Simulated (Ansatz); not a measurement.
**Ge: relaxing the structure by PAW and LAPW**

Aim: relax Ge (cell and atoms relaxed from 1.04 times the given volume) with PAW and LAPW. Both runs start alike, so that frozen cores can be judged against all electrons.

Computed with Ansatz 0.2.0 (DFT PBE, scalar-relativistic, unless a step's input says otherwise).

## 1. The structure to begin with

It takes space group Fd-3m (No. 227, cubic). Conventional cell: a = 5.732 Å, b = 5.732 Å, c = 5.732 Å, α = 90.00°, β = 90.00°, γ = 90.00°. Ge (site symmetry -43m) is surrounded by 4 Ge at 2.48 Å.

As a file:

```
CELL_PARAMETERS angstrom
0.00000 2.86614 2.86614
2.86614 0.00000 2.86614
2.86614 2.86614 0.00000
ATOMIC_POSITIONS crystal
Ge 0.00000 0.00000 0.00000
Ge 0.25000 0.25000 0.25000
```

Atoms are numbered in the order of the input: Ge1, Ge2.

## 2. PAW with frozen cores

Contents of input.yaml:

```yaml
crystal:
  lattice:
    - [0.0, 2.8661367691, 2.8661367691]
    - [2.8661367691, 0.0, 2.8661367691]
    - [2.8661367691, 2.8661367691, 0.0]
  atoms:
    - { symbol: Ge, position: [0.0, 0.0, 0.0] }
    - { symbol: Ge, position: [0.25, 0.25, 0.25] }
kpoints:
  mp_grid: { grid: [10, 10, 10] }
scf:
  occupations: { method: fermi_dirac, width: 0.05 }
hamiltonian:
  xc: pbe
  pseudopotentials: { kind: paw }
output:
  forces: true
  stress: true
  efg: { contact_densities: true }
  write_density: true
  write_potential: true
  elf: true
  volumetric_format: npy
relax:
  f_tol: 0.005
  max_steps: 80
  cell: {}
```

The run is started by

```
$ ansatz run input.yaml --threads 1 --pin off --max-ram 2048MiB --backend cpu --events-out ev --progress --plain --runs-dir out
```

The program printed:

```text
Engine: ansatz 0.2.0
Pseudopotentials: kind: paw
Pseudopotential: Ge, paw, valence charge 14, recommended cutoff 420 eV (normal)
Functional definition: PBE
  parameter kappa = 0.804
  parameter beta = 0.06672455060314922
  exchange = pbe_x(kappa = kappa, mu = beta*pi^2/3)
  correlation = pbe_c(beta = beta)
Crystal: 2 atoms, lattice volume = 47.089 Å³
Basis set: ecut = 420 eV, 941 PW (Γ), exchange–correlation on 60×60×60 points (8 copies of the dense FFT grid, shifted against one another)
Bands: 18, of which v1, the nominal top of the filled ones, is band 14 counted from 1 (13 counted from 0)
Symmetry: 48 space group operations
Space group: Fd-3m (ITA 227), of the structure as read, at distance tolerance 3.6e-5 Å
k-points: 47 of 1000
Non-local potential: Ge, projectors of the file, l = 0: 2, l = 1: 2, l = 2: 3, l = 3: 1
PAW form: soft (Blöchl's): semilocal exchange-correlation on the pseudo side does not see the compensation charge
PAW one-centre angular grid: Ge, 590 points (default); XC on 64 Gauss nodes
Initial density: superposition of atomic densities (neutral atoms: chi_scale 0, normalization atom), corrected by the library's trained network
Initial wavefunctions: pseudopotential atomic-orbital guess
Functional: x = pbe(κ = 0.804, μ = 0.2195149727645171), c = pbe(β = 0.06672455060314922)
SCF iter   1: F=—  HF=-8589.963441 eV  |F-HF|=—  |Δ(HF+E_count)|=         —  Δρ=1.48e-3  dr2=1.25e-3  ethr=1.77e-3  ⟨swp⟩=6.0  Hψ=4039  notcnv=0
preconditioner: auto → none  [insulator: Δε(μ)=0.219 eV  Ē_g=23.286 eV  σ=0.050 eV  W_gap=0.54  n_scr=14 (ndim 8)  ℏωp=28.6 eV  f_vac=0.089  D(μ)=0.08/eV (n_scr^D=0)  ε∞_Penn≈2.5]
SCF iter   2: F=—  HF=-8589.963057 eV  |F-HF|=—  |Δ(HF+E_count)|=   3.84e-4  Δρ=9.20e-4  dr2=3.11e-4  ethr=4.48e-6  ⟨swp⟩=2.0  Hψ=1759  notcnv=0
SCF iter   3: F=—  HF=-8589.963086 eV  |F-HF|=—  |Δ(HF+E_count)|=   2.88e-5  Δρ=2.85e-4  dr2=3.17e-5  ethr=1.11e-6  ⟨swp⟩=2.0  Hψ=1506  notcnv=0
SCF iter   4: F=—  HF=-8589.963117 eV  |F-HF|=—  |Δ(HF+E_count)|=   3.16e-5  Δρ=8.12e-5  dr2=2.61e-6  ethr=1.13e-7  ⟨swp⟩=3.0  Hψ=1508  notcnv=0
iter 5 did not close the SCF: its close was put off for the readings that it lacked (scf_convergence_deferred on its scf_iter line)
SCF iter   5: F=-8589.963119 eV  HF=-8589.963119 eV  |F-HF|=2.40e-8  |Δ(HF+E_count)|=   1.27e-6  Δρ=1.17e-5  dr2=3.43e-8  ethr=9.33e-9  ⟨swp⟩=2.0  Hψ=1508  notcnv=0
SCF iter   6: F=-8589.963119 eV  HF=-8589.963119 eV  |F-HF|=1.20e-9  |Δ(HF+E_count)|=   2.33e-8  Δρ=1.42e-6  dr2=5.64e-10  ethr=1.22e-10  ⟨swp⟩=5.0  Hψ=4686  notcnv=0
SCF 1 converged in 6 iterations: F = -8589.963119 eV  dr2 = 5.64e-10
relax step   1: F+E_penalty+E_count = -8589.96311868 eV  Δ(F+E_penalty+E_count) = +0.000e0 eV  max|allowed force component| = 1.041e-17 eV/Å  Δτ_max = 0.0000 Å  P = +0.931 GPa  Ω = 47.089 Å³  (6 SCF iters, dr2 threshold 1.00e-7 eV, accepted)
Crystal: 2 atoms, lattice volume = 47.681 Å³
Initial density: handed on by an earlier stage of this run
Initial wavefunctions: those handed on with the density
iter 1 solved again at ethr=8.62e-7 eV; its pass at ethr=3.10e-3 eV (dr2=2.41e-4 eV) is discarded
SCF iter   1: F=—  HF=-8589.965016 eV  |F-HF|=—  |Δ(HF+E_count)|=         —  Δρ=5.37e-4  dr2=1.61e-4  ethr=8.62e-7  ⟨swp⟩=2.0  Hψ=4603  notcnv=0
preconditioner: auto → none  [insulator: Δε(μ)=0.214 eV  Ē_g=23.234 eV  σ=0.050 eV  W_gap=0.61  n_scr=14 (ndim 8)  ℏωp=28.5 eV  f_vac=0.084  D(μ)=0.10/eV (n_scr^D=0)  ε∞_Penn≈2.5]
SCF iter   2: F=—  HF=-8589.965019 eV  |F-HF|=—  |Δ(HF+E_count)|=   3.43e-6  Δρ=2.55e-4  dr2=3.22e-5  ethr=5.74e-7  ⟨swp⟩=1.0  Hψ=846  notcnv=0
SCF iter   3: F=—  HF=-8589.965029 eV  |F-HF|=—  |Δ(HF+E_count)|=   9.44e-6  Δρ=4.62e-5  dr2=3.40e-7  ethr=1.15e-7  ⟨swp⟩=2.0  Hψ=1036  notcnv=0
SCF iter   4: F=-8589.965029 eV  HF=-8589.965029 eV  |F-HF|=4.47e-8  |Δ(HF+E_count)|=   3.04e-9  Δρ=1.50e-5  dr2=6.56e-8  ethr=7.14e-10  ⟨swp⟩=7.4  Hψ=4962  notcnv=0
SCF 2 converged in 4 iterations: F = -8589.965029 eV  dr2 = 6.56e-8
relax step   2: F+E_penalty+E_count = -8589.96502883 eV  Δ(F+E_penalty+E_count) = -1.910e-3 eV  max|allowed force component| = 7.691e-17 eV/Å  Δτ_max = 0.0000 Å  P = +0.162 GPa  Ω = 47.681 Å³  energy of the carried Pulay correction = -9.390e-5 eV  (4 SCF iters, dr2 threshold 2.00e-7 eV, accepted)
Crystal: 2 atoms, lattice volume = 47.808 Å³
iter 1 solved again at ethr=3.14e-8 eV; its pass at ethr=3.10e-3 eV (dr2=8.81e-6 eV) is discarded
SCF iter   1: F=—  HF=-8589.965075 eV  |F-HF|=—  |Δ(HF+E_count)|=         —  Δρ=1.18e-4  dr2=7.28e-6  ethr=3.14e-8  ⟨swp⟩=2.0  Hψ=4601  notcnv=0
preconditioner: auto → none  [insulator: Δε(μ)=0.213 eV  Ē_g=23.225 eV  σ=0.050 eV  W_gap=0.62  n_scr=14 (ndim 8)  ℏωp=28.4 eV  f_vac=0.080  D(μ)=0.10/eV (n_scr^D=0)  ε∞_Penn≈2.5]
SCF iter   2: F=—  HF=-8589.965075 eV  |F-HF|=—  |Δ(HF+E_count)|=   2.69e-8  Δρ=5.82e-5  dr2=1.57e-6  ethr=2.60e-8  ⟨swp⟩=1.0  Hψ=846  notcnv=0
SCF iter   3: F=-8589.965075 eV  HF=-8589.965075 eV  |F-HF|=5.00e-9  |Δ(HF+E_count)|=   6.94e-7  Δρ=7.76e-6  dr2=1.08e-8  ethr=2.34e-10  ⟨swp⟩=6.0  Hψ=4894  notcnv=0
SCF 3 converged in 3 iterations: F = -8589.965075 eV  dr2 = 1.08e-8
relax step   3: F+E_penalty+E_count = -8589.96507524 eV  Δ(F+E_penalty+E_count) = -4.641e-5 eV  max|allowed force component| = 4.452e-17 eV/Å  Δτ_max = 0.0000 Å  P = +0.005 GPa  Ω = 47.808 Å³  energy of the carried Pulay correction = -1.138e-4 eV  (3 SCF iters, dr2 threshold 6.55e-8 eV, accepted)
Initial wavefunctions: pseudopotential atomic-orbital guess (no wavefunctions were taken with the density)
iter 1 solved again at ethr=2.00e-7 eV; its pass at ethr=3.10e-3 eV (dr2=5.59e-5 eV) is discarded
SCF iter   1: F=—  HF=-8589.965192 eV  |F-HF|=—  |Δ(HF+E_count)|=         —  Δρ=1.07e-5  dr2=1.23e-8  ethr=2.00e-7  ⟨swp⟩=2.6  Hψ=5892  notcnv=0
eigensolver tolerance schedule: the retry pair's looser diagonalisation over-reported the residual by 4536.88 of it (diagonalisation noise at 0.41 of the residual, at the tolerance the schedule requests for it); recorded, not acted on — ethr = c·dr2/N_el stays at c = 1.0e-1
preconditioner: auto → none  [insulator: Δε(μ)=0.213 eV  Ē_g=23.225 eV  σ=0.050 eV  W_gap=0.62  n_scr=14 (ndim 8)  ℏωp=28.4 eV  f_vac=0.078  D(μ)=0.10/eV (n_scr^D=0)  ε∞_Penn≈2.5]
SCF iter   2: F=—  HF=-8589.965191 eV  |F-HF|=—  |Δ(HF+E_count)|=   1.32e-6  Δρ=6.62e-6  dr2=1.14e-8  ethr=4.40e-11  ⟨swp⟩=3.5  Hψ=2044  notcnv=0
SCF iter   3: F=—  HF=-8589.965191 eV  |F-HF|=—  |Δ(HF+E_count)|=   8.04e-9  Δρ=2.54e-6  dr2=1.26e-9  ethr=4.07e-11  ⟨swp⟩=2.0  Hψ=1498  notcnv=0
SCF iter   4: F=—  HF=-8589.965191 eV  |F-HF|=—  |Δ(HF+E_count)|=   3.44e-9  Δρ=2.61e-7  dr2=3.69e-11  ethr=4.51e-12  ⟨swp⟩=3.0  Hψ=1513  notcnv=0
SCF iter   5: F=-8589.965191 eV  HF=-8589.965191 eV  |F-HF|=7.28e-12  |Δ(HF+E_count)|=  5.82e-11  Δρ=3.64e-8  dr2=4.42e-13  ethr=1.00e-12  ⟨swp⟩=5.1  Hψ=3212  notcnv=0
SCF 4 converged in 5 iterations: F = -8589.965191 eV  dr2 = 4.42e-13
relax step   4: F+E_penalty+E_count = -8589.96519108 eV  Δ(F+E_penalty+E_count) = -1.158e-4 eV  max|allowed force component| = 4.452e-17 eV/Å  Δτ_max = 0.0000 Å  P = +0.006 GPa  Ω = 47.808 Å³  stress off target by 6.22e-3 GPa  SCF on the basis re-selected at this cell (its energy is not comparable with the rows above)  (5 SCF iters)
basis re-selected at this cell: Δ(F+E_penalty+E_count) = -1.158e-4 eV, ΔP = +0.001 GPa vs the last step (what re-selecting the basis moved, of the pressure what is left beyond the Pulay correction that the steps carried, after the strain that the cell walked since its last selection, with what the two solves' SCF thresholds leave and, on support functions, any second-order correction that the steps lacked; it is no measure of the basis error at this ecutwfc). This SCF's stress stands 6.22e-3 GPa from its target on what of the cell is left free (relax.cell.stress_tol is 5.00e-2 GPa) and its largest allowed force component is 4.45e-17 eV/Å (relax.f_tol is 5.00e-3 eV/Å): within both
SCF converged after 5 iterations
Free energy (F): -8589.965191 eV
Harris-Foulkes:  -8589.965191 eV  (|F-HF|=7.28e-12)
Internal energy: -8589.964267 eV  (E = F + TS)
E sigma→0 (E₀):  -8589.964729 eV
Entropy (-TS):   -0.000924 eV (-0.462 meV/atom)
Fermi energy:    7.843688 eV
--- Per-component energies (eV) ---
  E_band       = -315.529268
  E_kinetic    = 221.727795
  E_local      = -5018.496893  (includes V_loc(G=0)·N_el)
  E_nonlocal   = 836.373457
  E_hartree    = 2199.163534
  E_xc         = -150.587644
  E_vxc        = -128.459569  (∫ρ·V_xc dr)
  E_paw        = -4039.266865  (= ΣΔE_a)
  E_vpaw       = -625.001875  (= ΣTr[D̂ρ^β])
  E_aug_tail   = 0.000782  (compensation charges beyond the density's cutoff)
  E_ewald      = -2638.878433
  E_smearing   = -0.000924  (= −TS)
  E_closure    = -0.000000  (closes the sum)
  Σ components = -8589.965191   (vs F -8589.965191, Δ=0.00e0)
--- Forces (eV/Å), atoms counted from 1 ---
  atom   1  Ge    -0.00000000    -0.00000000    -0.00000000
  atom   2  Ge    -0.00000000    -0.00000000     0.00000000
  max |Σ_I F_I| component: 5.55e-17 eV/Å
--- Stress (GPa, compression-positive) ---
        0.006225       0.000000      -0.000000
        0.000000       0.006225       0.000000
       -0.000000       0.000000       0.006225
  P = ⅓ Tr σ = 0.0062 GPa (0.062 kbar)
--- PAW observables at the nuclei: V_zz in 10²¹ V/m², potentials from the cell's mean, atoms counted from 1 ---
  atom   1  Ge V_zz =    -0.000000   η = 0.0000   by run symmetry: forbidden
            electrostatic potential = -4320.790334 V   contact ρ = 210256.269741 e/Å³
  atom   2  Ge V_zz =    -0.000000   η = 0.0000   by run symmetry: forbidden
            electrostatic potential = -4320.790334 V   contact ρ = 210256.269741 e/Å³
--- Band table (eV; the first three rows and the last of 47) ---
  k-point 0: bands = ["-16.8568", "-16.8568", "-16.8568", "-16.8252", "-16.8252", "-16.6412", "-16.6412", "-16.6412", "-16.6327", "-16.6327", "-4.4965", "7.4181", "7.8741", "7.8741", "7.8741", "10.3990", "10.3990", "10.3990"]
  k-point 1: bands = ["-16.8617", "-16.8617", "-16.8553", "-16.8184", "-16.8184", "-16.6500", "-16.6500", "-16.6429", "-16.6250", "-16.6250", "-4.3806", "5.8861", "7.6607", "7.6607", "8.6423", "10.6869", "10.6869", "10.8976"]
  k-point 2: bands = ["-16.8695", "-16.8695", "-16.8515", "-16.8062", "-16.8062", "-16.6609", "-16.6609", "-16.6473", "-16.6165", "-16.6165", "-4.0401", "4.0745", "7.2464", "7.2464", "8.5307", "11.2246", "11.2246", "12.3472"]
  k-point 46: bands = ["-16.8974", "-16.8974", "-16.7789", "-16.7789", "-16.7313", "-16.7313", "-16.7025", "-16.7025", "-16.5854", "-16.5854", "-0.7405", "-0.7405", "4.2821", "4.2821", "11.1603", "11.1603", "13.4458", "13.4458"]
--- Relaxed structure (3 steps of the walk, 3 accepted, 1 SCFs on fresh bases) ---
  F+E_penalty+E_count = -8589.96519108 eV   max|allowed force component| = 4.452e-17 eV/Å   (the final SCF, on the basis selected at the relaxed cell)
  cell:  # Å, volume = 47.8077 Å³
    - [5.159064183306785e-34, 2.8806413174722, 2.8806413174722]
    - [2.8806413174722, 4.904295581662005e-34, 2.8806413174722]
    - [2.8806413174722, 2.8806413174722, -5.09537203289559e-35]
  atoms:
    - { symbol: Ge, position: [-1.3999171616875305e-35, 1.3999171616875305e-35, 8.399502970125184e-36] }
    - { symbol: Ge, position: [0.24999999999999997, 0.24999999999999997, 0.24999999999999997] }
```

It took 8.9 s on 1 thread of Arm Neoverse V1, shared host.

Step by step:

```tsv
step	energy from step 1 (eV/cell)	largest force component (eV/Å)	pressure (GPa)	volume (Å³)
1	0.0000	0.0000	0.93	47.09
2	-0.0019	0.0000	0.16	47.68
3	-0.0020	0.0000	0.01	47.81
4	-0.0021	0.0000	0.01	47.81
```

Step 1 is the start. Step 4 repeats the geometry before on a plane-wave basis chosen anew for that cell, so the energy can jump there without any move; the table keeps such jumps.

| input's cell | before | after | change |
| --- | --- | --- | --- |
| a (Å) | 4.053 | 4.074 | +0.5 % |
| b (Å) | 4.053 | 4.074 | +0.5 % |
| c (Å) | 4.053 | 4.074 | +0.5 % |
| volume (Å³/atom) | 23.54 | 23.90 | +1.5 % |

The fields are shown in the conventional cell of this run's space group, carried over from its grid by interpolation.

Density in a lattice plane of the grid's cell (edges 5.76 and 5.76 Å, at 0.000 of the third edge), which holds Ge.

Values in e/Å³, 12 rows by 12 columns:
```
 7.01  1.61  0.34  0.13  0.06  0.03  0.02  0.03  0.06  0.13  0.34  1.59
 0.41  0.34  0.22  0.13  0.08  0.06  0.05  0.06  0.08  0.13  0.23  0.34
 0.14  0.13  0.13  0.13  0.13  0.13  0.15  0.13  0.13  0.13  0.13  0.13
 0.05  0.06  0.08  0.13  0.22  0.34  0.41  0.34  0.23  0.13  0.08  0.06
 0.02  0.03  0.06  0.13  0.34  1.61  7.01  1.59  0.34  0.13  0.06  0.03
 0.02  0.02  0.05  0.14  0.41  7.01 56.66  7.01  0.41  0.15  0.05  0.02
 0.02  0.03  0.06  0.13  0.34  1.59  7.01  1.61  0.34  0.13  0.06  0.03
 0.05  0.06  0.08  0.13  0.23  0.34  0.41  0.34  0.22  0.13  0.08  0.06
 0.15  0.13  0.13  0.13  0.13  0.13  0.14  0.13  0.13  0.13  0.13  0.13
 0.41  0.34  0.23  0.13  0.08  0.06  0.05  0.06  0.08  0.13  0.22  0.34
 7.01  1.59  0.34  0.13  0.06  0.03  0.02  0.03  0.06  0.13  0.34  1.61
56.66  7.01  0.41  0.15  0.05  0.02  0.02  0.02  0.05  0.14  0.41  7.01
```
Columns run along the first of these edges and rows up along the second, over one cell in 12 and 12 even steps from the bottom left corner. Atoms in the plane (fractional): Ge at (0.00, 0.00), Ge at (0.50, 0.50).

ELF in the same plane.

Values, 12 rows by 12 columns:
```
0.11 0.29 0.48 0.40 0.14 0.04 0.02 0.04 0.14 0.40 0.48 0.29
0.40 0.48 0.59 0.41 0.23 0.14 0.10 0.14 0.23 0.41 0.59 0.48
0.37 0.40 0.41 0.38 0.41 0.40 0.38 0.40 0.41 0.38 0.41 0.40
0.10 0.14 0.23 0.41 0.59 0.48 0.40 0.48 0.59 0.41 0.23 0.14
0.02 0.04 0.14 0.40 0.48 0.29 0.11 0.29 0.48 0.40 0.14 0.04
0.01 0.02 0.10 0.37 0.40 0.11 0.26 0.11 0.40 0.38 0.10 0.02
0.02 0.04 0.14 0.40 0.48 0.29 0.11 0.29 0.48 0.40 0.14 0.04
0.10 0.14 0.23 0.41 0.59 0.48 0.40 0.48 0.59 0.41 0.23 0.14
0.38 0.40 0.41 0.38 0.41 0.40 0.37 0.40 0.41 0.38 0.41 0.40
0.40 0.48 0.59 0.41 0.23 0.14 0.10 0.14 0.23 0.41 0.59 0.48
0.11 0.29 0.48 0.40 0.14 0.04 0.02 0.04 0.14 0.40 0.48 0.29
0.26 0.11 0.40 0.38 0.10 0.02 0.01 0.02 0.10 0.37 0.40 0.11
```
Columns run along the first of these edges and rows up along the second, over one cell in 12 and 12 even steps from the bottom left corner. Atoms in the plane (fractional): Ge at (0.00, 0.00), Ge at (0.50, 0.50).

Both are smooth fields of the valence electrons: close to the nuclei they are not physical.

The highest ELF values outside the cores: 0.77 on the Ge–Ge line, 1.2 Å from Ge.

(Part 1 of 2 ends here.)
